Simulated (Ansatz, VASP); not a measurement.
**One calculation of Zr, two programs**

```
Zr
1.0
     0.00000    2.20909    2.20909
     2.20909    0.00000    2.20909
     2.20909    2.20909    0.00000
Zr
1
Cartesian
  0.0000 0.0000 0.0000
```

Alike in both runs: task single point; functional LDA; k mesh 14 × 14 × 14; occupations fermi-dirac, width 0.1 eV; no spin polarisation.

|  | VASP | Ansatz |
| --- | --- | --- |
| version | VASP 6.6.1 | Ansatz 0.2.0 |
| potentials or method | VASP PAW LDA potentials, release 64 (Zr_sv) | plane waves (420 eV) with PAW, scalar-relativistic |
| plane-wave cutoff (eV) | 520 | 420 |
| valence electrons in the cell | 12 | 12 |

Ansatz gave:

| Item | Value |
| --- | --- |
| pressure (GPa) | 0.2 |

Question: Estimate VASP's values.

Answer: Pressure (GPa): 0.3.

Ansatz warned: «pseudo_functional_mismatch».
